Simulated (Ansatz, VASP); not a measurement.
**Ni: VASP beside Ansatz**

INCAR

```
SYSTEM = Ni
ALGO     = Normal         ! electronic algorithm
EDIFF    = 1E-6           ! SCF threshold, eV
ENCUT    = 520            ! plane-wave cutoff, eV
GGA      = PE             ! functional
ISIF     = 2              ! what is computed and relaxed
ISMEAR   = -1             ! smearing method
ISPIN    = 2              ! spin polarisation
LASPH    = .True.         ! aspherical terms in the spheres
LCHARG   = .False.        ! write CHGCAR
LMAXMIX  = 4              ! l up to which the mixer works
LORBIT   = 11             ! projections on sites
LREAL    = .False.        ! projectors in reciprocal space
LWAVE    = .False.        ! write WAVECAR
MAGMOM   = 2              ! initial moments
NBANDS   = 15             ! bands
NELM     = 150            ! most SCF steps
PREC     = Accurate       ! precision mode
SIGMA    = 0.003          ! smearing width, eV
```

KPOINTS

```
k-points
0
Gamma
  14 14 14
  0 0 0
```

File POSCAR:

```
Ni
1.0
    0.0000000000      1.7690000000      1.7690000000
    1.7690000000      0.0000000000      1.7690000000
    1.7690000000      1.7690000000      0.0000000000
Ni
1
Direct
    0.0000000000      0.0000000000      0.0000000000
```

Input for Ansatz:

```yaml
crystal:
  lattice:
    - [0.0, 1.769, 1.769]
    - [1.769, 0.0, 1.769]
    - [1.769, 1.769, 0.0]
  atoms:
    - { symbol: Ni, position: [0.0, 0.0, 0.0], spin: 2.0 }
magnetization:
  spin_polarized: true
hamiltonian:
  xc: pbe
  pseudopotentials: { kind: paw }
basis:
  ecutwfc: 420
kpoints:
  mp_grid: { grid: [14, 14, 14] }
scf:
  occupations: { method: fermi_dirac, width: 0.003 }
  lower_state_search: "off"
  algorithm: density_mixing
  max_iter: 80
  mixing: {}
output:
  forces: true
  stress: true
```

Alike in both runs: task single point; functional PBE; k mesh 14 × 14 × 14; occupations fermi-dirac, width 0.003 eV; collinear spin.

|  | VASP | Ansatz |
| --- | --- | --- |
| version | VASP 6.6.1 | Ansatz 0.2.0 |
| potentials or method | VASP PAW PBE potentials, release 64 (Ni) | PAW, plane waves, scalar-relativistic |
| plane-wave cutoff (eV) | 520 | 420 |
| valence electrons in the cell | 10 | 18 |

VASP gave:

```
pressure (GPa)                                                : -3.6
net moment per atom (μB)                                      : 0.58
size of the moment on the site where the two differ most (μB) : 0.60
```

Q: Estimate Ansatz's values.

A: Pressure (GPa): -2.9; net moment per atom (μB): 0.68; size of the moment on the site where the two differ most (μB): 0.72.

Site moments also hang on the region over which each program counts them. The two sets of potentials don't hold the same shells in valence.
